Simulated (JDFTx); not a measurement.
AlN:

```
CELL_PARAMETERS angstrom
0.00000 2.18399 2.18399
2.18399 0.00000 2.18399
2.18399 2.18399 0.00000
ATOMIC_POSITIONS crystal
Al 0.00000 0.00000 0.00000
N 0.25000 0.25000 0.25000
```

Measurements of this composition are mostly on another form, of space group No. 186.

Program: JDFTx 1.7.0 (patched build). Alike in all runs: task single point; no spin polarisation; cell as given; smearing fermi-dirac 0.05 eV.

Task: Order these runs on this cell by their pressure, lowest first.
A. level LDA; potentials or basis PseudoDojo-SR-LDA-0.4.1-standard; k mesh 10 × 10 × 10; cutoff (eV) 1143; SCF threshold on the energy 1e-09 Ha; mesh quality not flagged
B. level PBE; potentials or basis PseudoDojo-SR-PBE-0.5-standard; k mesh 10 × 10 × 10; cutoff (eV) 1143; SCF threshold on the energy 1e-09 Ha; mesh quality not flagged
C. level HSEsol; potentials or basis PseudoDojo-SR-PBE-0.5-standard; k mesh 4 × 4 × 4; cutoff (eV) 980; SCF threshold on the energy 1e-07 Ha; mesh quality coarse

Result: A (-4.8 GPa), C (-1.3 GPa), B (4.5 GPa).

Caveats: some runs use coarse meshes; versions of the library of functionals differ on this one, in energies and forces (some runs); the hybrid runs on potentials with a model core (some runs); the potentials were made for another functional, which shifts forces and pressure (some runs).

Not every run made on this cell is shown here.
